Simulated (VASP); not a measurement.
Wanted: the native input for a VASP 6.6.1 run.

```yaml
Task: single point
Functional: PBE
Potentials_or_basis: VASP PAW PBE potentials, release 64 (Ga_d)
Cutoff: 520 eV
k_mesh: 8 × 8 × 4
Occupations: gaussian, width 0.05 eV
Spin: no spin polarisation
Dipole_correction: no
Further_INCAR_settings: ALGO = Fast; EDIFF = 1e-06; NBANDS = 20
```

The structure of Ga lies in POSCAR:

```
Ga
1.0
    2.9976122055      0.0000000000      0.0000000000
   -1.4988061028      2.5960083207      0.0000000000
    0.0000000000      0.0000000000      4.8979009010
Ga
2
Direct
    0.3333333333      0.6666666667      0.7500000000
    0.6666666667      0.3333333333      0.2500000000
```

The cell was built by a generator and needn't be a form met in nature.

The input as run:

INCAR

```
PREC = Accurate
ENCUT = 520
EDIFF = 1E-6
ISMEAR = 0
SIGMA = 0.05
LREAL = F
LASPH = T
NELM = 100
ALGO = Fast
ISIF = 2
LWAVE = F
LCHARG = T
GGA = PE
LELF = T
LVHAR = T
NBANDS = 20
```

KPOINTS

```
regular mesh
0
Gamma
  8 8 4
```

Potentials or basis: VASP PAW PBE potentials, release 64 (Ga_d).

Launch:

```console
$ cat potpaw_PBE.64/Ga_d/POTCAR > POTCAR
$ mpirun -np 1 vasp_std > vasp.out
```

It gave:

```
Pressure               : -0.2 GPa
Band gap on the k mesh : none (metal or under the smearing width)
```

It took 8.2 s on 1 thread of Intel(R) Xeon(R) 6975P-C (Granite Rapids), on a shared host, peak memory 0.15 GiB.
